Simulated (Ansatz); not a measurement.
# Aluminium, simple cubic under revPBE: structure, energy and stiffness, part 2 of 2

What does revPBE give for aluminium in the simple cubic structure? We relax it, solve it on a dense k-mesh, then scale the cell to 7 volumes from 88 to 112 % of the relaxed one and try a fit of the equation of state. Spin polarisation is left out. The k-meshes are 12×12×12 for the relaxation; 19×19×19 for the dense run; 13×13×13 for the volumes.

Ansatz 0.2.0; DFT, revPBE, plane waves (420 eV) with PAW, scalar-relativistic. Earlier steps stand in the parts before.

## (6) The cell scaled to 96 % of its volume

This is Al in the simple cubic structure; at room conditions it is fcc.

File input.yaml:

```yaml
crystal:
  lattice:
    - [2.6983173062, 0.0, 0.0]
    - [0.0, 2.6983173062, 0.0]
    - [0.0, 0.0, 2.6983173062]
  atoms:
    - { symbol: Al, position: [0.0, 0.0, 0.0] }
hamiltonian:
  xc: revpbe
  pseudopotentials:
    kind: paw
    azcp:
      Al: "pseudopotentials/Al.paw.azcp"
basis:
  ecutwfc: 420
  fft_grid_basis: typed
kpoints:
  mp_grid: { grid: [13, 13, 13], shift: [0, 0, 0] }
magnetization:
  spin_polarized: false
scf:
  occupations: { method: fermi_dirac, width: 0.1 }
  lower_state_search: "off"
output:
  stress: true
  write_density: true
  write_potential: true
  elf: true
  volumetric_format: npy
```

What it wrote, cut to the lines that bear on the results:

```text
Warning: RAYON_NUM_THREADS=2 ignored (pool sized by the plan → 2); use --threads N
[...]
Pseudopotentials: kind: paw
Pseudopotential: Al, paw, valence charge 3, recommended cutoff 420 eV (normal), <dir>
Functional definition: revPBE
[...]
Crystal: 1 atoms, lattice volume = 19.646 Å³
Basis set: ecut = 420 eV, 389 PW (Γ)
Bands: 6, of which v1, the nominal top of the filled ones, is band 2 counted from 1 (1 counted from 0)
Symmetry: 48 space group operations
Space group: Pm-3m (ITA 221), of the structure as read, at distance tolerance 2.7e-5 Å
k-points: 84 of 2197
[...]
SCF iter   1: F=—  HF=-539.249748 eV  |F-HF|=—  |Δ(HF+E_count)|=         —  Δρ=3.08e-3  dr2=2.72e-3  ethr=1.77e-3  ⟨swp⟩=4.6  Hψ=4462  notcnv=0
[...]
SCF iter   6: F=-539.248963 eV  HF=-539.248963 eV  |F-HF|=2.27e-13  |Δ(HF+E_count)|=  1.26e-10  Δρ=3.19e-8  dr2=1.46e-13  ethr=2.11e-12  ⟨swp⟩=3.4  Hψ=1793  notcnv=0
[...]
SCF converged after 6 iterations
Free energy (F): -539.248963 eV
[...]
E sigma→0 (E₀):  -539.239886 eV
Entropy (-TS):   -0.018154 eV (-18.154 meV/atom)
Fermi energy:    5.893923 eV
[...]
--- Stress (GPa, compression-positive) ---
        2.447298      -0.000000       0.000000
       -0.000000       2.447298      -0.000000
        0.000000       0.000000       2.447298
  P = ⅓ Tr σ = 2.4473 GPa (24.473 kbar)
--- Band table (eV; the first three rows and the last of 84) ---
  k-point 0: bands = ["-3.7956", "13.9010", "13.9010", "15.2522", "15.2522", "15.2522"]
[...]
```

Run time: 0.7 s. Hardware: 2 threads of Arm Neoverse V1, shared host; peak memory 0.25 GiB.

Density in a lattice plane of the grid's cell (edges 2.70 and 2.70 Å, at 0.000 of the third edge), which holds Al.

Ten even steps from ' ' (0.07 e/Å³) to '@' (0.23 e/Å³):
```
      ..::--++##@@@@@@@@@@@@@@@@@@##++--::..    
    ....::==**%%%%@@@@@@%%@@@@@@%%%%**==::....  
......::==++**%%%%%%%%%%%%%%%%%%%%%%**++==::....
------==++**##%%##################%%##**++==----
++++****##########******++******##########****++
%%%%%%%%%%######**++++++==++++++**######%%%%%%%%
@@@@@@%%%%####**++==============++**####%%%%@@@@
@@@@@@%%%%##**++====----------====++**##%%%%@@@@
@@@@@@%%####**++==--------------==++**####%%@@@@
@@@@@@%%##**++++==------::------==++++**##%%@@@@
@@@@@@%%####**++==--------------==++**####%%@@@@
@@@@@@%%%%##**++====----------====++**##%%%%@@@@
@@@@@@%%%%####**++==============++**####%%%%@@@@
%%%%%%%%%%######**++++++==++++++**######%%%%%%%%
++++****##########******++******##########****++
------==++**##%%##################%%##**++==----
......::==++**%%%%%%%%%%%%%%%%%%%%%%**++==::....
    ....::==**%%%%@@@@@@%%@@@@@@%%%%**==::....  
      ..::--++##@@@@@@@@@@@@@@@@@@##++--::..    
        ..--++##@@@@@@@@@@@@@@@@@@##++--..      
```
Columns run along the first of these edges and rows up along the second, over one cell in 24 and 20 even steps from the bottom left corner. Atoms in the plane (fractional): Al at (0.00, 0.00).

ELF in the same plane.

Values, 12 rows by 12 columns:
```
0.35 0.16 0.10 0.39 0.70 0.78 0.78 0.78 0.70 0.39 0.10 0.16
0.07 0.10 0.23 0.50 0.68 0.72 0.71 0.72 0.68 0.50 0.23 0.10
0.35 0.39 0.50 0.60 0.64 0.63 0.61 0.63 0.64 0.60 0.50 0.39
0.70 0.70 0.68 0.64 0.58 0.52 0.49 0.52 0.58 0.64 0.68 0.70
0.80 0.78 0.72 0.63 0.52 0.42 0.39 0.42 0.52 0.63 0.72 0.78
0.81 0.78 0.71 0.61 0.49 0.39 0.35 0.39 0.49 0.61 0.71 0.78
0.80 0.78 0.72 0.63 0.52 0.42 0.39 0.42 0.52 0.63 0.72 0.78
0.70 0.70 0.68 0.64 0.58 0.52 0.49 0.52 0.58 0.64 0.68 0.70
0.35 0.39 0.50 0.60 0.64 0.63 0.61 0.63 0.64 0.60 0.50 0.39
0.07 0.10 0.23 0.50 0.68 0.72 0.71 0.72 0.68 0.50 0.23 0.10
0.35 0.16 0.10 0.39 0.70 0.78 0.78 0.78 0.70 0.39 0.10 0.16
0.53 0.35 0.07 0.35 0.70 0.80 0.81 0.80 0.70 0.35 0.07 0.35
```
Columns run along the first of these edges and rows up along the second, over one cell in 12 and 12 even steps from the bottom left corner. Atoms in the plane (fractional): Al at (0.00, 0.00).

Both are smooth fields of the valence electrons: close to the nuclei they are not physical.

Outside the cores ELF peaks at 0.81 on the Al–Al line, 1.3 Å from Al.

## (7) The cell scaled to 100 % of its volume

Changes to input.yaml since step 6:

```diff
@@ -2,5 +2,5 @@
   lattice:
-    - [2.6983173062, 0.0, 0.0]
-    - [0.0, 2.6983173062, 0.0]
-    - [0.0, 0.0, 2.6983173062]
+    - [2.7352851507, 0.0, 0.0]
+    - [0.0, 2.7352851507, 0.0]
+    - [0.0, 0.0, 2.7352851507]
   atoms:
@@ -25,5 +25 @@
   stress: true
-  write_density: true
-  write_potential: true
-  elf: true
-  volumetric_format: npy
```

What it wrote, cut to the lines that bear on the results:

```text
Warning: RAYON_NUM_THREADS=2 ignored (pool sized by the plan → 2); use --threads N
[...]
[... 3 set-up lines as earlier in the session ...]
[...]
Crystal: 1 atoms, lattice volume = 20.465 Å³
Basis set: ecut = 420 eV, 389 PW (Γ)
Bands: 6, of which v1, the nominal top of the filled ones, is band 2 counted from 1 (1 counted from 0)
[... 2 set-up lines as earlier in the session ...]
k-points: 84 of 2197
[...]
SCF iter   1: F=—  HF=-539.255760 eV  |F-HF|=—  |Δ(HF+E_count)|=         —  Δρ=3.08e-3  dr2=2.92e-3  ethr=1.77e-3  ⟨swp⟩=4.7  Hψ=4504  notcnv=0
[...]
SCF iter   6: F=-539.254917 eV  HF=-539.254917 eV  |F-HF|=3.41e-13  |Δ(HF+E_count)|=  1.20e-10  Δρ=2.62e-8  dr2=1.06e-13  ethr=1.98e-12  ⟨swp⟩=1.0  Hψ=1385  notcnv=0
[...]
SCF converged after 6 iterations
Free energy (F): -539.254917 eV
[...]
E sigma→0 (E₀):  -539.245419 eV
Entropy (-TS):   -0.018995 eV (-18.995 meV/atom)
Fermi energy:    5.537582 eV
[...]
--- Stress (GPa, compression-positive) ---
       -0.026811       0.000000       0.000000
        0.000000      -0.026811      -0.000000
        0.000000      -0.000000      -0.026811
  P = ⅓ Tr σ = -0.0268 GPa (-0.268 kbar)
```

Wall time 0.55 s (2 threads of Arm Neoverse V1, shared host); peak memory 0.24 GiB.

## (8) The cell scaled to 104 % of its volume

Changes to input.yaml since step 7:

```diff
@@ -2,5 +2,5 @@
   lattice:
-    - [2.7352851507, 0.0, 0.0]
-    - [0.0, 2.7352851507, 0.0]
-    - [0.0, 0.0, 2.7352851507]
+    - [2.7712798726, 0.0, 0.0]
+    - [0.0, 2.7712798726, 0.0]
+    - [0.0, 0.0, 2.7712798726]
   atoms:
@@ -25 +25,5 @@
   stress: true
+  write_density: true
+  write_potential: true
+  elf: true
+  volumetric_format: npy
```

What it wrote, cut to the lines that bear on the results:

```text
Warning: RAYON_NUM_THREADS=2 ignored (pool sized by the plan → 2); use --threads N
[...]
[... 3 set-up lines as earlier in the session ...]
[...]
Crystal: 1 atoms, lattice volume = 21.283 Å³
Basis set: ecut = 420 eV, 437 PW (Γ)
Bands: 6, of which v1, the nominal top of the filled ones, is band 2 counted from 1 (1 counted from 0)
[... 1 set-up line as earlier in the session ...]
Space group: Pm-3m (ITA 221), of the structure as read, at distance tolerance 2.8e-5 Å
k-points: 84 of 2197
[...]
SCF iter   1: F=—  HF=-539.250412 eV  |F-HF|=—  |Δ(HF+E_count)|=         —  Δρ=3.04e-3  dr2=3.05e-3  ethr=1.77e-3  ⟨swp⟩=4.8  Hψ=4462  notcnv=0
[...]
SCF iter   6: F=-539.249519 eV  HF=-539.249519 eV  |F-HF|=4.55e-13  |Δ(HF+E_count)|=  9.50e-11  Δρ=2.10e-8  dr2=6.86e-14  ethr=1.86e-12  ⟨swp⟩=3.3  Hψ=1776  notcnv=0
[...]
SCF converged after 6 iterations
Free energy (F): -539.249519 eV
[...]
E sigma→0 (E₀):  -539.239595 eV
Entropy (-TS):   -0.019847 eV (-19.847 meV/atom)
Fermi energy:    5.206420 eV
[...]
--- Stress (GPa, compression-positive) ---
       -2.014153       0.000000       0.000000
        0.000000      -2.014153       0.000000
        0.000000      -0.000000      -2.014153
  P = ⅓ Tr σ = -2.0142 GPa (-20.142 kbar)
--- Band table (eV; the first three rows and the last of 84) ---
  k-point 0: bands = ["-4.0245", "13.0222", "13.0222", "13.9767", "13.9767", "13.9767"]
[...]
```

Run time: 0.73 s. Hardware: 2 threads of Arm Neoverse V1, shared host; peak memory 0.25 GiB.

## (9) The cell scaled to 108 % of its volume

Changes to input.yaml since step 8:

```diff
@@ -2,5 +2,5 @@
   lattice:
-    - [2.7712798726, 0.0, 0.0]
-    - [0.0, 2.7712798726, 0.0]
-    - [0.0, 0.0, 2.7712798726]
+    - [2.806363089, 0.0, 0.0]
+    - [0.0, 2.806363089, 0.0]
+    - [0.0, 0.0, 2.806363089]
   atoms:
@@ -25,5 +25 @@
   stress: true
-  write_density: true
-  write_potential: true
-  elf: true
-  volumetric_format: npy
```

What it wrote, cut to the lines that bear on the results:

```text
Warning: RAYON_NUM_THREADS=2 ignored (pool sized by the plan → 2); use --threads N
[...]
[... 3 set-up lines as earlier in the session ...]
[...]
Crystal: 1 atoms, lattice volume = 22.102 Å³
Basis set: ecut = 420 eV, 437 PW (Γ)
Bands: 6, of which v1, the nominal top of the filled ones, is band 2 counted from 1 (1 counted from 0)
[... 2 set-up lines as earlier in the session ...]
k-points: 84 of 2197
[...]
SCF iter   1: F=—  HF=-539.235964 eV  |F-HF|=—  |Δ(HF+E_count)|=         —  Δρ=2.98e-3  dr2=3.13e-3  ethr=1.77e-3  ⟨swp⟩=4.8  Hψ=4418  notcnv=0
[...]
SCF iter   6: F=-539.235025 eV  HF=-539.235025 eV  |F-HF|=0.00e0  |Δ(HF+E_count)|=  6.36e-11  Δρ=1.83e-8  dr2=5.20e-14  ethr=1.59e-12  ⟨swp⟩=1.0  Hψ=1386  notcnv=0
[...]
SCF converged after 6 iterations
Free energy (F): -539.235025 eV
[...]
E sigma→0 (E₀):  -539.224682 eV
Entropy (-TS):   -0.020686 eV (-20.686 meV/atom)
Fermi energy:    4.897776 eV
[...]
--- Stress (GPa, compression-positive) ---
       -3.598709       0.000000       0.000000
        0.000000      -3.598709       0.000000
        0.000000       0.000000      -3.598709
  P = ⅓ Tr σ = -3.5987 GPa (-35.987 kbar)
```

It took 0.56 s on 2 threads of Arm Neoverse V1, shared host; peak memory 0.24 GiB.

## (10) The cell scaled to 112 % of its volume

Changes to input.yaml since step 9:

```diff
@@ -2,5 +2,5 @@
   lattice:
-    - [2.806363089, 0.0, 0.0]
-    - [0.0, 2.806363089, 0.0]
-    - [0.0, 0.0, 2.806363089]
+    - [2.8405904024, 0.0, 0.0]
+    - [0.0, 2.8405904024, 0.0]
+    - [0.0, 0.0, 2.8405904024]
   atoms:
@@ -25 +25,5 @@
   stress: true
+  write_density: true
+  write_potential: true
+  elf: true
+  volumetric_format: npy
```

What it wrote, cut to the lines that bear on the results:

```text
Warning: RAYON_NUM_THREADS=2 ignored (pool sized by the plan → 2); use --threads N
[...]
[... 3 set-up lines as earlier in the session ...]
[...]
Crystal: 1 atoms, lattice volume = 22.921 Å³
Basis set: ecut = 420 eV, 461 PW (Γ)
Bands: 6, of which v1, the nominal top of the filled ones, is band 2 counted from 1 (1 counted from 0)
[... 2 set-up lines as earlier in the session ...]
k-points: 84 of 2197
[...]
SCF iter   1: F=—  HF=-539.214276 eV  |F-HF|=—  |Δ(HF+E_count)|=         —  Δρ=2.90e-3  dr2=3.16e-3  ethr=1.77e-3  ⟨swp⟩=4.9  Hψ=4468  notcnv=0
[...]
SCF iter   6: F=-539.213310 eV  HF=-539.213310 eV  |F-HF|=0.00e0  |Δ(HF+E_count)|=  5.90e-11  Δρ=1.65e-8  dr2=4.37e-14  ethr=1.46e-12  ⟨swp⟩=3.3  Hψ=1767  notcnv=0
[...]
SCF converged after 6 iterations
Free energy (F): -539.213310 eV
[...]
E sigma→0 (E₀):  -539.202577 eV
Entropy (-TS):   -0.021466 eV (-21.466 meV/atom)
Fermi energy:    4.609500 eV
[...]
--- Stress (GPa, compression-positive) ---
       -4.852776       0.000000       0.000000
       -0.000000      -4.852776       0.000000
        0.000000       0.000000      -4.852776
  P = ⅓ Tr σ = -4.8528 GPa (-48.528 kbar)
--- Band table (eV; the first three rows and the last of 84) ---
  k-point 0: bands = ["-4.2172", "12.2540", "12.2540", "12.8653", "12.8653", "12.8653"]
[...]
```

It took 0.69 s on 2 threads of Arm Neoverse V1, shared host; peak memory 0.25 GiB.

## (11) Fitting the volumes

The cell was scaled evenly, with its shape and the fractional positions fixed.

```tsv
V (Å³/atom)	E − E₀ (meV/atom)	P from the stress (GPa)	P from the fit (GPa)
18.009	62.4	9.35	9.31
18.828	25.1	5.54	5.44
19.646	5.5	2.45	2.36
20.465	0.0	-0.03	-0.11
21.283	5.8	-2.01	-2.09
22.102	20.7	-3.60	-3.68
22.921	42.8	-4.85	-4.95
```

Fit (Birch-Murnaghan, third order): V₀ = 20.423 Å³/atom, B₀ = 56 GPa, B₀′ = 4.5, largest residual 0.03 meV/atom.

Fit and stress differ a little: one follows E(σ → 0), the other the smeared free energy.

## (12) Summary of results

What follows sums up all 2 parts.

| quantity | value |
| --- | --- |
| space group (spins left aside) | Pm-3m (No. 221) |
| conventional cell | a = 2.735 Å |
| volume | 20.465 Å³/atom |
| shortest distance | 2.735 Å |
| gap on the mesh | none (levels filled in part) |
| relative to fcc | +373 meV/atom |
| V₀, B₀, B₀′ | 20.423 Å³/atom, 56 GPa, 4.5 |

What this shows: The relaxation enlarged the cell by 14.1 % in volume. Against the reference form of aluminium (fcc, computed apart with the same settings) it stands 373 meV/atom higher. Levels at the Fermi energy are filled in part, as in a metal. The fitted modulus is 56 GPa. The symmetry was held, so the structure may be unstable against distortions that break it.
